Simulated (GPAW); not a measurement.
Set up this calculation in GPAW 26.7.0, as an ASE script.

| Quantity | Value |
| --- | --- |
| Task | relaxation of cell and atoms |
| Functional | PBEsol |
| Dispersion | D3 |
| Potentials or basis | PAW data sets generated in the run's folder for this functional |
| Cutoff | 600 eV |
| Basis | pw |
| k mesh | 8 × 8 × 8 |
| Occupations | fermi-dirac, width 0.05 eV |
| Spin | no spin polarisation |
| Maxiter | 150 |
| Optimizer | BFGS |
| Fmax | 0.02 eV/Å |
| Max steps | 60 |
| Convergence | density=1e-05 forces=0.0001 |

Crystal: Sn.

```
CELL_PARAMETERS angstrom
-1.72654 1.77555 2.33834
1.72654 -1.77555 2.33834
1.72654 1.77555 -2.33834
ATOMIC_POSITIONS crystal
Sn 0.00000 0.00000 0.00000
```

This isn't the form of Sn at room conditions, which is tetragonal (white tin).

These files were run (other wordings do the same):

run.py

```python
from ase import Atoms
from ase.calculators.mixing import SumCalculator
from ase.filters import FrechetCellFilter
from ase.io import write
from ase.optimize import BFGS
from dftd3.ase import DFTD3
from gpaw import GPAW, PW, setup_paths

setup_paths.insert(0, '.')

atoms = Atoms(['Sn'],
              cell=[[-1.726539, 1.775547, 2.338342],
                    [1.726539, -1.775547, 2.338342],
                    [1.726539, 1.775547, -2.338342]],
              scaled_positions=[[0.0, 0.0, 0.0]],
              pbc=True)

calc = GPAW(mode=PW(600),
            xc='PBEsol',
            kpts={'size': (8, 8, 8), 'gamma': True},
            occupations={'name': 'fermi-dirac', 'width': 0.05},
            nbands=14,
            convergence={'density': 1e-05, 'forces': 0.0001},
            maxiter=150,
            txt='gpaw.txt')
atoms.calc = SumCalculator([calc, DFTD3(method='pbesol', damping='d3zero')])
opt = BFGS(FrechetCellFilter(atoms), trajectory='relax.traj', logfile='-')
done = opt.run(fmax=0.02, steps=60)
calc.write('gs.gpw')
write('result.traj', atoms)
print('Converged:', done)
print('Cell:', atoms.cell.cellpar().round(4))
print('Volume:', round(atoms.get_volume(), 4))
print(atoms.get_scaled_positions().round(5))
```

Potentials or basis: PAW data sets generated in the run's folder for this functional, pw.

The run is started by

```console
$ gpaw-setup -f PBEsol Sn
$ OMP_NUM_THREADS=1 python run.py
```

It gave:

```yaml
Relaxed_volume: 25.81 Å³/atom
Relaxed_cell: a = 3.294 Å, b = 3.294 Å, c = 3.294 Å, α = 120.91°, β = 115.70°, γ = 93.02°
Space_group_after_relaxing_to_0.05_Å: Immm (No. 71)
Energy_gained_by_relaxing: 54.7 meV/atom
Ionic_steps: 20
Pressure_after_relaxing: 0.0 GPa
Band_gap_on_the_k_mesh: none (metal or under the smearing width)
Dispersion_energy_per_atom: -0.163 eV
```

Caveat: later steps reuse the first step's grids; pairwise dispersion overbinds metals, which lowers pressure and volume.

It took 4 min on 1 thread of Arm Neoverse V2, on a shared host, peak memory 0.28 GiB.
